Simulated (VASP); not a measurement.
**Bi: single point with r2SCAN**

The system is Bi.

```
CELL_PARAMETERS angstrom
3.65834 0.00000 0.00000
-1.82917 3.16822 0.00000
0.00000 0.00000 5.69934
ATOMIC_POSITIONS crystal
Bi 0.33333 0.66667 0.25000
Bi 0.66666 0.33333 0.75000
```

The cell was built by a generator and needn't be a form met in nature.

| Quantity | Value |
| --- | --- |
| Program | VASP 6.6.1 |
| Task | single point |
| Functional | r2SCAN |
| Potentials or basis | VASP PAW PBE potentials, release 64 (Bi_d) |
| Cutoff | 520 eV |
| k mesh | 6 × 6 × 3 |
| Occupations | fermi-dirac, width 0.1 eV |
| Spin | no spin polarisation |
| Dipole correction | no |
| Further INCAR settings | ALGO = Normal; EDIFF = 1e-07; NBANDS = 22 |

```json
{"Pressure": "-3.2 GPa", "Band gap on the k mesh": "none (metal or under the smearing width)"}
```

Stress tensor (GPa, compression positive):
```
-4.92  0.00  0.00
 0.00 -4.92  0.00
 0.00  0.00  0.29
```

Levels at points of the mesh, in eV from the Fermi level:
| k point | band 13 | band 14 | band 15 | band 16 | band 17 | band 18 |
| --- | --- | --- | --- | --- | --- | --- |
| (0.00, 0.00, 0.00) | -5.12 | 2.74 | 2.74 | 4.45 | 4.45 | 5.38 |
| (0.50, 0.00, 0.00) | -4.22 | -2.67 | -2.01 | 0.01 | 0.30 | 3.29 |
| (0.00, 0.50, 0.00) | -4.22 | -2.67 | -2.01 | 0.01 | 0.30 | 3.29 |

Run time: 110 s on 1 thread of Intel(R) Xeon(R) Platinum 8559C (Emerald Rapids), with other jobs on the host, peak memory 0.19 GiB.

Caveat: the k mesh is coarse (spacing up to 0.37 Å⁻¹), so the values aren't converged; the PAW data sets were made with another functional, which shifts forces and pressure a little; spin-orbit coupling is left out, which moves the levels of the heavy elements.
